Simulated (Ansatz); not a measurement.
A run of Ansatz 0.2.0 is set up as follows.

Contents of input.yaml:

```yaml
crystal:
  lattice:
    - [0.0, 2.3495, 2.3495]
    - [2.3495, 0.0, 2.3495]
    - [2.3495, 2.3495, 0.0]
  atoms:
    - { symbol: Cd, position: [0.0, 0.0, 0.0] }
    - { symbol: O, position: [0.5, 0.5, 0.5] }
kpoints:
  mp_grid: { grid: [8, 8, 8] }
scf:
  occupations: { method: fermi_dirac, width: 0.05 }
hamiltonian:
  xc: pbesol
  pseudopotentials: { kind: all_electron, datasets: crystal }
output:
  forces: true
  stress: true
  eigenvalues: true
```

Potentials or basis: all-electron PAW datasets made for the crystal.

Run with:

```bash
$ ansatz run input.yaml --threads 2 --pin off --max-ram 8192MiB --backend cpu --events-out ev --progress --plain --runs-dir out
```

**Question.** Predict the pressure.

**Answer.** -0.8 GPa.

**Question.** Estimate the band gap on the k mesh.

**Answer.** None (metal or under the smearing width).
